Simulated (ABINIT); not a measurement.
Set up this calculation in ABINIT 10.8.3 (patched build), as the native input.

| Item | Value |
| --- | --- |
| Task | band structure |
| Functional | PBE |
| Potentials or basis | PseudoDojo NC SR PBE v0.5 standard |
| Cutoff | 1143 eV |
| k mesh | 13 × 13 × 13 |
| Occupations | fermi-dirac, width 0.05 eV |
| Spin | no spin polarisation |

BN:

```xyz
2
Lattice="0.0000 1.8130 1.8130 1.8130 0.0000 1.8130 1.8130 1.8130 0.0000" Properties=species:S:1:pos:R:3 pbc="T T T"
N     0.9065    0.9065    0.9065
B     0.0000    0.0000    0.0000
```

The cell is a database's computed one.

One way to write it, as run:

run.abi

```
# Datasets: ground state, then fixed potential
ndtset 2

# Pseudopotentials
pp_dirpath "./"
pseudos "N.upf, B.upf"

# Structure
acell 4.8452022309 4.8452022309 4.8452022309
rprim
     0.0000000000     0.7071067812     0.7071067812
     0.7071067812     0.0000000000     0.7071067812
     0.7071067812     0.7071067812     0.0000000000
ntypat 2
znucl 7 5
natom 2
typat 1 2
xred
     0.2500000000     0.2500000000     0.2500000000
     0.0000000000     0.0000000000     0.0000000000

# Plane-wave basis
ecut 42.0

# Exchange and correlation
ixc 11

# Bands and occupations
occopt 3
tsmear 0.05 eV

# SCF cycle
nstep 100

# Output
iomode 3
prtwf 0
prteig 0
prtebands 0
enunit 1
prtden1 1
prtvha1 1
prtvclmb1 1
prtpot1 1
prtelf1 1

# Dataset 1
kptopt1 1
ngkpt1 13 13 13
nshiftk1 1
shiftk1 0.0 0.0 0.0
nband1 8
tolvrs1 1.0e-10

# Dataset 2: bands along G-X-W-K-G-L-U-W-L-K
iscf2 -2
getden2 1
nband2 14
nbdbuf2 4
tolwfr2 1.0e-11
kptopt2 -9
ndivsm2 5
prteig2 1
prtvol2 -3
kptbounds2
     0.0000000000     0.0000000000     0.0000000000
     0.5000000000     0.0000000000     0.5000000000
     0.5000000000     0.2500000000     0.7500000000
     0.3750000000     0.3750000000     0.7500000000
     0.0000000000     0.0000000000     0.0000000000
     0.5000000000     0.5000000000     0.5000000000
     0.6250000000     0.2500000000     0.6250000000
     0.5000000000     0.2500000000     0.7500000000
     0.5000000000     0.5000000000     0.5000000000
     0.3750000000     0.3750000000     0.7500000000
```

Potentials or basis: PseudoDojo NC SR PBE v0.5 standard.

Launch:

```sh
$ abinit run.abi > log 2>&1
```

Results of the run:

```json
{
  "Pressure": "-0.7 GPa",
  "Band gap on the k mesh": "4.60 eV, indirect (least direct gap 8.83 eV)",
  "Band gap along the path": "4.52 eV, indirect (least direct gap 8.83 eV)",
  "All electrons inside the program's atomic spheres": "N 5.74; B 3.28"
}
```

Wall time 42 s on 1 thread of Intel(R) Xeon(R) Platinum 8259CL CPU @ 2.50GHz (Skylake/Cascade Lake) (shared host), peak memory 0.1 GiB.
